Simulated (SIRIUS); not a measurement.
# Al (Fm-3m) in SIRIUS: further runs

One crystal, Al, is run at these levels: WC; tasks: equation of state.

Everything below comes from runs of SIRIUS 7.12.0. Logs are shortened: lines on timing, memory, paths and dates and some standing lists are left out, and cuts for length are marked. The log counts tension as positive stress, the text compression.

**What was measured.**

“The interpretation of polycrystalline coherent inelastic neutron scattering from aluminium”, 2013, pmc:3831299 quotes, for a bulk crystal of Al: bulk modulus 76.9 GPa.

The results are compared with them further down.

## Step 1: Starting point

Symmetry: Fm-3m, No. 225, cubic system. Conventional cell: a = 4.050 Å, b = 4.050 Å, c = 4.050 Å, α = 90.00°, β = 90.00°, γ = 90.00°. Al (site symmetry m-3m) is surrounded by 12 Al at 2.86 Å.

## Step 2: Equation of state, WC, 15.61 Å³/atom (volume scaled by 0.94)

File sirius.json:

```json
{
  "control": {
    "processing_unit": "cpu",
    "std_evp_solver_name": "lapack",
    "gen_evp_solver_name": "lapack",
    "verbosity": 2,
    "print_forces": false,
    "ortho_rf": true,
    "use_second_variation": true,
    "rmt_max": 3.0,
    "num_bands_to_print": 12,
    "save_wf": true
  },
  "parameters": {
    "electronic_structure_method": "full_potential_lapwlo",
    "xc_functionals": ["XC_GGA_X_WC", "XC_GGA_C_PBE"],
    "core_relativity": "dirac",
    "valence_relativity": "iora",
    "num_fv_states": 12,
    "smearing": "fermi_dirac",
    "smearing_width": 0.0018374661,
    "pw_cutoff": 20,
    "gk_cutoff": 3.41,
    "lmax_apw": 10,
    "lmax_rho": 8,
    "lmax_pot": 8,
    "num_mag_dims": 0,
    "auto_rmt": 0,
    "ngridk": [11, 11, 11],
    "shiftk": [0, 0, 0],
    "num_dft_iter": 80,
    "energy_tol": 1e-07,
    "density_tol": 1e-05,
    "use_symmetry": true
  },
  "settings": {"tol_ne": 1e-10},
  "iterative_solver": {"type": "exact"},
  "mixer": {"type": "anderson", "beta": 0.5, "max_history": 8},
  "unit_cell": {
    "lattice_vectors": [[0.0, 3.7482166844, 3.7482166844], [3.7482166844, 0.0, 3.7482166844], [3.7482166844, 3.7482166844, 0.0]],
    "atom_types": ["Al"],
    "atom_files": {"Al": "Al.json"},
    "atoms": {"Al": [[0.0, 0.0, 0.0]]}
  }
}
```

File Al.json:

```json
{
  "name": "aluminium",
  "symbol": "Al",
  "number": 13,
  "mass": 26.9815386,
  "rmin": 1e-06,
  "rmt": 2.29,
  "nrmt": 800,
  "rinf": 20.43,
  "core": "1s",
  "valence": [
    {"basis": [{"enu": 0.07, "dme": 0, "n": 0, "auto": 0}, {"enu": 0.07, "dme": 1, "n": 0, "auto": 0}]},
    {"l": 0, "n": 1, "basis": [{"enu": 0.1274, "dme": 0, "n": 0, "auto": 0}]},
    {"l": 1, "n": 2, "basis": [{"enu": 0.17, "dme": 0, "n": 0, "auto": 0}]},
    {"l": 2, "n": 3, "basis": [{"enu": 0.17, "dme": 0, "n": 0, "auto": 0}]},
    {"l": 3, "n": 4, "basis": [{"enu": 0.17, "dme": 0, "n": 0, "auto": 0}]}
  ],
  "lo": [
    {
      "l": 0,
      "basis": [{"enu": 0.1274, "dme": 0, "n": 0, "auto": 0}, {"enu": 0.1274, "dme": 1, "n": 0, "auto": 0}]
    },
    {
      "l": 0,
      "basis": [{"enu": -3.675, "dme": 0, "n": 2, "auto": 1}, {"enu": -3.675, "dme": 1, "n": 2, "auto": 1}]
    },
    {
      "l": 0,
      "basis": [{"enu": -3.675, "dme": 1, "n": 2, "auto": 1}, {"enu": 0.1274, "dme": 0, "n": 0, "auto": 0}]
    },
    {
      "l": 0,
      "basis": [{"enu": 0.1274, "dme": 0, "n": 0, "auto": 0}, {"enu": 3.1784, "dme": 0, "n": 0, "auto": 0}]
    },
    {"l": 1, "basis": [{"enu": 0.17, "dme": 0, "n": 0, "auto": 0}, {"enu": 0.17, "dme": 1, "n": 0, "auto": 0}]},
    {
      "l": 1,
      "basis": [{"enu": -2.2897, "dme": 0, "n": 2, "auto": 1}, {"enu": -2.2897, "dme": 1, "n": 2, "auto": 1}]
    },
    {
      "l": 1,
      "basis": [{"enu": -2.2897, "dme": 1, "n": 2, "auto": 1}, {"enu": 0.17, "dme": 0, "n": 0, "auto": 0}]
    },
    {"l": 1, "basis": [{"enu": 0.17, "dme": 0, "n": 0, "auto": 0}, {"enu": 3.6787, "dme": 0, "n": 0, "auto": 0}]},
    {"l": 2, "basis": [{"enu": 0.17, "dme": 0, "n": 0, "auto": 0}, {"enu": 0.17, "dme": 1, "n": 0, "auto": 0}]},
    {"l": 2, "basis": [{"enu": 0.17, "dme": 1, "n": 0, "auto": 0}, {"enu": 0.17, "dme": 2, "n": 0, "auto": 0}]},
    {"l": 2, "basis": [{"enu": 0.17, "dme": 0, "n": 0, "auto": 0}, {"enu": 3.1448, "dme": 0, "n": 0, "auto": 0}]},
    {"l": 3, "basis": [{"enu": 0.17, "dme": 0, "n": 0, "auto": 0}, {"enu": 0.17, "dme": 1, "n": 0, "auto": 0}]}
  ],
  "free_atom": [... radial grid and density of the free atom, the start of the SCF ...]
}
```

File sirius_start.json:

```json
{
  "control": {
    "processing_unit": "cpu",
    "std_evp_solver_name": "lapack",
    "gen_evp_solver_name": "lapack",
    "verbosity": 1,
    "print_forces": false,
    "ortho_rf": true,
    "use_second_variation": true,
    "rmt_max": 3.0,
    "num_bands_to_print": 12,
    "save_wf": false
  },
  "parameters": {
    "electronic_structure_method": "full_potential_lapwlo",
    "xc_functionals": ["XC_LDA_X", "XC_LDA_C_PW"],
    "core_relativity": "dirac",
    "valence_relativity": "iora",
    "num_fv_states": 12,
    "smearing": "fermi_dirac",
    "smearing_width": 0.0055123983,
    "pw_cutoff": 20,
    "gk_cutoff": 2.72,
    "lmax_apw": 10,
    "lmax_rho": 8,
    "lmax_pot": 8,
    "num_mag_dims": 0,
    "auto_rmt": 0,
    "ngridk": [4, 4, 4],
    "shiftk": [0, 0, 0],
    "num_dft_iter": 30,
    "energy_tol": 0.01,
    "density_tol": 0.05,
    "use_symmetry": true
  },
  "settings": {"tol_ne": 1e-10},
  "iterative_solver": {"type": "exact"},
  "mixer": {"type": "anderson", "beta": 0.5, "max_history": 8},
  "unit_cell": {
    "lattice_vectors": [[0.0, 3.7482166844, 3.7482166844], [3.7482166844, 0.0, 3.7482166844], [3.7482166844, 3.7482166844, 0.0]],
    "atom_types": ["Al"],
    "atom_files": {"Al": "Al.json"},
    "atoms": {"Al": [[0.0, 0.0, 0.0]]}
  }
}
```

Potentials or basis: all-electron FP-LAPW, apw+lo standard.

Command:

```sh
$ OMP_NUM_THREADS=1 sirius.scf --input=sirius_start.json --output=start.json
$ OMP_NUM_THREADS=1 sirius.scf --input=sirius.json --output=output.json --task=1
```

What it wrote:

```text
[info] SIRIUS version : 7.12.0
[info] number of MPI ranks           : 1
[info] MPI grid                      : 1 1
[info] maximum number of OMP threads : 1
[fft] FFT context for density and potential
[fft] =====================================
[fft]   plane wave cutoff                     : 20
[fft]   grid size                             : 36 36 36   total : 46656
[fft]   grid limits                           : -17 18   -17 18   -17 18
[fft]   number of G-vectors within the cutoff : 14211
[fft]   number of G-shells                    : 413
[fft] FFT context for coarse grid
[fft] =====================================
[fft]   plane wave cutoff                     : 6.82
[fft]   grid size                             : 15 15 15   total : 3375
[fft]   grid limits                           : -7 7   -7 7   -7 7
[fft]   number of G-vectors within the cutoff : 537
[fft]   number of G-shells                    : 27
[unit cell] lattice vectors
[unit cell]   a1 :       0.0000000000      3.7482166844      3.7482166844
[unit cell]   a2 :       3.7482166844      0.0000000000      3.7482166844
[unit cell]   a3 :       3.7482166844      3.7482166844      0.0000000000
[unit cell] reciprocal lattice vectors
[unit cell]   b1 :      -0.8381566270      0.8381566270      0.8381566270
[unit cell]   b2 :       0.8381566270     -0.8381566270      0.8381566270
[unit cell]   b3 :       0.8381566270      0.8381566270     -0.8381566270
[unit cell] unit cell volume :       105.31835429 [a.u.^3]
[unit cell] 1/sqrt(omega)    :         0.09744240
[unit cell] MT volume        :        50.30313549 (47.76%)
[unit cell] IT volume        :        55.01521880 (52.24%)
[unit cell] number of atom types : 1
[unit cell] type id : 0 symbol : Al mt_radius :   2.290000 num_atoms : 1
[unit cell] total number of atoms : 1
[unit cell] number of symmetry classes : 1
[unit cell] atom id  type id  class id             position                      vector_field
[unit cell] ------------------------------------------------------------------------------------------
[unit cell]      0        0        0      0.00000   0.00000   0.00000      0.00000   0.00000   0.00000
[unit cell] atom id         position (Cartesian, a.u.)
[unit cell] ---------------------------------------------
[unit cell]      0       0.000000    0.000000    0.000000
[unit cell] class id : 0 atom id : 0
[unit cell] minimum bond length:     5.300779
[sym] space group number   : 225
[sym] international symbol : Fm-3m
[sym] Hall symbol          : -F 4 2 3
[sym] space group transformation matrix :
[sym]   0.0000  0.5000  0.5000
[sym]   0.5000  0.0000  0.5000
[sym]   0.5000  0.5000  0.0000
[sym] space group origin shift :
[sym]   0.0000  0.0000  0.0000
[sym] number of space group operations  : 48
[sym] number of magnetic group operations : 48
[sym] metric tensor error: 0.0000e+00
[sym] rotation matrix error: 6.5208e-17
[sym]
[sym] symmetry operations
[sym]
[... 231 lines left out ...]
[find] valence_eval_sum               :     -19.40714167
[find] core_eval_sum                  :    -110.12462807
[find] kinetic energy                 :     242.57685591
[find] enuc                           :    -292.79533222
[find] <rho|V^{XC}>                   :     -23.96373839
[find] <rho|E^{XC}>                   :     -18.43218378
[find] <mag|B^{XC}>                   :       0.00000000
[find] <rho|V^{H}>                    :    -348.14488726
[find] smearing (-TS)                 :      -0.00014312
[find] SCF correction                 :       0.10454956
[find] Total energy                   :    -242.61855417 (Ha),    -485.23710834 (Ry)
[find] Free energy (E-TS)             :    -242.61869728 (Ha),    -485.23739457 (Ry)
[find] band gap (eV)                  :       0.00000000
[find] Efermi                         :       0.27444778
[find] iteration : 0, RMS (target) : 9.3047e-02 (1.0000e-05) , energy difference (target) : -2.4262e+02 (1.0000e-07)
[find] +------------------------------+
[find] | SCF iteration   1 out of  80|
[find] +------------------------------+
[generate_radial_functions] Linearization energies
[generate_radial_functions] Atom : Al, class id : 0
[generate_radial_functions] augmented waves
[generate_radial_functions] local orbitals
[generate_radial_functions] {l: 0, n: 2, enu: -3.51429, dme: 0, auto: 1}
[generate_radial_functions] {l: 0, n: 2, enu: -3.51429, dme: 1, auto: 1}
[generate_radial_functions] {l: 0, n: 2, enu: -3.51429, dme: 1, auto: 1}
[generate_radial_functions] {l: 1, n: 2, enu: -2.1071, dme: 0, auto: 1}
[generate_radial_functions] {l: 1, n: 2, enu: -2.1071, dme: 1, auto: 1}
[generate_radial_functions] {l: 1, n: 2, enu: -2.1071, dme: 1, auto: 1}
[diagonalize] Lowest band energies
[diagonalize] ik:    0   -3.514411   -2.106625   -2.106625   -2.106625   -0.148056    0.749828    0.749828    0.749828    0.818594    0.818594    0.818594    0.897104
[diagonalize] ik:    1   -3.514399   -2.106702   -2.106634   -2.106634   -0.139493    0.642345    0.728630    0.728630    0.839390    0.853004    0.853004    0.966152
[diagonalize] ik:    2   -3.514370   -2.106923   -2.106668   -2.106668   -0.113900    0.504162    0.702335    0.702335    0.829308    0.881648    0.881648    0.934158
[diagonalize] ik:    3   -3.514331   -2.107219   -2.106713   -2.106713   -0.071554    0.374034    0.687344    0.687344    0.820575    0.820575    0.820616    0.973896
[diagonalize] ik:    4   -3.514296   -2.107489   -2.106758   -2.106758   -0.012893    0.256096    0.685768    0.685768    0.766401    0.766401    0.822782    0.917795
[diagonalize] ...
[diagonalize] ik:   51   -3.514228   -2.107507   -2.107162   -2.107007    0.188846    0.241226    0.299408    0.429936    0.652485    0.789502    1.095854    1.118197
[diagonalize] ik:   52   -3.514249   -2.107425   -2.107117   -2.106913    0.074872    0.313994    0.371536    0.440645    0.774774    0.840746    0.896581    1.163366
[diagonalize] ik:   53   -3.514236   -2.107418   -2.107215   -2.106953    0.147055    0.233615    0.359105    0.400749    0.812799    0.846490    0.937338    1.062895
[diagonalize] ik:   54   -3.514229   -2.107446   -2.107189   -2.107014    0.169069    0.293071    0.295334    0.362708    0.754879    0.827353    0.975659    1.084685
[diagonalize] ik:   55   -3.514228   -2.107354   -2.107300   -2.107007    0.220937    0.230468    0.286501    0.362125    0.804347    0.915623    0.919434    0.994972
[generate_core_charge_density] atom class : 0
[generate_core_charge_density]   n,l,k : 1 0 1  energy :         -55.03835710
[find] Total energy                   :    -242.61854941 (Ha),    -485.23709881 (Ry)
[find] iteration : 1, RMS (target) : 4.2755e-02 (1.0000e-05) , energy difference (target) : 4.7623e-06 (1.0000e-07)
[find] Total energy                   :    -242.61854411 (Ha),    -485.23708822 (Ry)
[find] iteration : 2, RMS (target) : 3.4794e-03 (1.0000e-05) , energy difference (target) : 5.2977e-06 (1.0000e-07)
[find] Total energy                   :    -242.61854535 (Ha),    -485.23709069 (Ry)
[find] iteration : 3, RMS (target) : 1.3183e-04 (1.0000e-05) , energy difference (target) : -1.2381e-06 (1.0000e-07)
[find] Charges and magnetic moments
[find] --------------------------------------------------------------------------------
[find] atom      charge    core leakage
[find] --------------------------------------------------------------------------------
[find]    0   11.442929    0.000000e+00
[find] total core leakage    : 0.00000000e+00
[find] interstitial charge   : 1.557070
[find] total charge          : 13.000000
[find] Energy
[find] --------------------------------------------------------------------------------
[find] valence_eval_sum               :     -19.34041483
[find] core_eval_sum                  :    -110.05961042
[find] kinetic energy                 :     243.08070019
[find] enuc                           :    -293.00446867
[find] <rho|V^{XC}>                   :     -23.97766869
[find] <rho|E^{XC}>                   :     -18.44323715
[find] <mag|B^{XC}>                   :       0.00000000
[find] <rho|V^{H}>                    :    -348.50305675
[find] smearing (-TS)                 :      -0.00014427
[find] SCF correction                 :      -0.00001139
[find] Total energy                   :    -242.61854539 (Ha),    -485.23709079 (Ry)
[find] Free energy (E-TS)             :    -242.61868967 (Ha),    -485.23737933 (Ry)
[find] band gap (eV)                  :       0.00000000
[find] Efermi                         :       0.27540208
[find] iteration : 4, RMS (target) : 3.7609e-06 (1.0000e-05) , energy difference (target) : -4.7619e-08 (1.0000e-07)
[find] converged after 5 SCF iterations!
[find] Charges and magnetic moments
[find] --------------------------------------------------------------------------------
[find] atom      charge    core leakage
[find] --------------------------------------------------------------------------------
[find]    0   11.442929    0.000000e+00
[find] total core leakage    : 0.00000000e+00
[find] interstitial charge   : 1.557070
[find] total charge          : 13.000000
[find] Energy
[find] --------------------------------------------------------------------------------
[find] valence_eval_sum               :     -19.34041483
[find] core_eval_sum                  :    -110.05961042
[find] kinetic energy                 :     243.08070019
[find] enuc                           :    -293.00446867
[find] <rho|V^{XC}>                   :     -23.97766869
[find] <rho|E^{XC}>                   :     -18.44323715
[find] <mag|B^{XC}>                   :       0.00000000
[find] <rho|V^{H}>                    :    -348.50305675
[find] smearing (-TS)                 :      -0.00014427
[find] SCF correction                 :      -0.00001139
[find] Total energy                   :    -242.61854539 (Ha),    -485.23709079 (Ry)
[find] Free energy (E-TS)             :    -242.61868967 (Ha),    -485.23737933 (Ry)
[find] band gap (eV)                  :       0.00000000
[find] Efermi                         :       0.27540208
```

It took 11 s on 1 thread of Arm Neoverse V2, shared host; peak memory 0.27 GiB.

Results:

* Free energy: -6601.9909 eV
* Band gap on the k mesh: none (metal or under the smearing width)
* All electrons inside the program's atomic spheres: Al 11.44 (radii Al 2.29 bohr)

## Step 3: Equation of state, WC, 15.94 Å³/atom (volume scaled by 0.96)

sirius.json: that of step 2 with these lines changed.

```diff
@@ -39,3 +39,3 @@
   "unit_cell": {
-    "lattice_vectors": [[0.0, 3.7482166844, 3.7482166844], [3.7482166844, 0.0, 3.7482166844], [3.7482166844, 3.7482166844, 0.0]],
+    "lattice_vectors": [[0.0, 3.7746134462, 3.7746134462], [3.7746134462, 0.0, 3.7746134462], [3.7746134462, 3.7746134462, 0.0]],
     "atom_types": ["Al"],
```

File Al.json:

```json
{
  "name": "aluminium",
  "symbol": "Al",
  "number": 13,
  "mass": 26.9815386,
  "rmin": 1e-06,
  "rmt": 2.29,
  "nrmt": 800,
  "rinf": 20.43,
  "core": "1s",
  "valence": [
    {"basis": [{"enu": 0.06, "dme": 0, "n": 0, "auto": 0}, {"enu": 0.06, "dme": 1, "n": 0, "auto": 0}]},
    {"l": 0, "n": 1, "basis": [{"enu": 0.1173, "dme": 0, "n": 0, "auto": 0}]},
    {"l": 1, "n": 2, "basis": [{"enu": 0.16, "dme": 0, "n": 0, "auto": 0}]},
    {"l": 2, "n": 3, "basis": [{"enu": 0.16, "dme": 0, "n": 0, "auto": 0}]},
    {"l": 3, "n": 4, "basis": [{"enu": 0.16, "dme": 0, "n": 0, "auto": 0}]}
  ],
  "lo": [
    {
      "l": 0,
      "basis": [{"enu": 0.1173, "dme": 0, "n": 0, "auto": 0}, {"enu": 0.1173, "dme": 1, "n": 0, "auto": 0}]
    },
    {
      "l": 0,
      "basis": [{"enu": -3.685, "dme": 0, "n": 2, "auto": 1}, {"enu": -3.685, "dme": 1, "n": 2, "auto": 1}]
    },
    {
      "l": 0,
      "basis": [{"enu": -3.685, "dme": 1, "n": 2, "auto": 1}, {"enu": 0.1173, "dme": 0, "n": 0, "auto": 0}]
    },
    {
      "l": 0,
      "basis": [{"enu": 0.1173, "dme": 0, "n": 0, "auto": 0}, {"enu": 3.1684, "dme": 0, "n": 0, "auto": 0}]
    },
    {"l": 1, "basis": [{"enu": 0.16, "dme": 0, "n": 0, "auto": 0}, {"enu": 0.16, "dme": 1, "n": 0, "auto": 0}]},
    {
      "l": 1,
      "basis": [{"enu": -2.2997, "dme": 0, "n": 2, "auto": 1}, {"enu": -2.2997, "dme": 1, "n": 2, "auto": 1}]
    },
    {
      "l": 1,
      "basis": [{"enu": -2.2997, "dme": 1, "n": 2, "auto": 1}, {"enu": 0.16, "dme": 0, "n": 0, "auto": 0}]
    },
    {"l": 1, "basis": [{"enu": 0.16, "dme": 0, "n": 0, "auto": 0}, {"enu": 3.6687, "dme": 0, "n": 0, "auto": 0}]},
    {"l": 2, "basis": [{"enu": 0.16, "dme": 0, "n": 0, "auto": 0}, {"enu": 0.16, "dme": 1, "n": 0, "auto": 0}]},
    {"l": 2, "basis": [{"enu": 0.16, "dme": 1, "n": 0, "auto": 0}, {"enu": 0.16, "dme": 2, "n": 0, "auto": 0}]},
    {"l": 2, "basis": [{"enu": 0.16, "dme": 0, "n": 0, "auto": 0}, {"enu": 3.1348, "dme": 0, "n": 0, "auto": 0}]},
    {"l": 3, "basis": [{"enu": 0.16, "dme": 0, "n": 0, "auto": 0}, {"enu": 0.16, "dme": 1, "n": 0, "auto": 0}]}
  ],
  "free_atom": [... radial grid and density of the free atom, the start of the SCF ...]
}
```

sirius_start.json: that of step 2 with these lines changed.

```diff
@@ -39,3 +39,3 @@
   "unit_cell": {
-    "lattice_vectors": [[0.0, 3.7482166844, 3.7482166844], [3.7482166844, 0.0, 3.7482166844], [3.7482166844, 3.7482166844, 0.0]],
+    "lattice_vectors": [[0.0, 3.7746134462, 3.7746134462], [3.7746134462, 0.0, 3.7746134462], [3.7746134462, 3.7746134462, 0.0]],
     "atom_types": ["Al"],
```

Potentials or basis: all-electron FP-LAPW, apw+lo standard.

Command:

```sh
$ OMP_NUM_THREADS=1 sirius.scf --input=sirius_start.json --output=start.json
$ OMP_NUM_THREADS=1 sirius.scf --input=sirius.json --output=output.json --task=1
```

Run time: 11 s. Hardware: 1 thread of Arm Neoverse V2, shared host; peak memory 0.27 GiB.

The run converged. Its results:

* Free energy: -6601.9964 eV
* Band gap on the k mesh: none (metal or under the smearing width)
* All electrons inside the program's atomic spheres: Al 11.42 (radii Al 2.29 bohr)

(Part 1 of 2 ends here.)
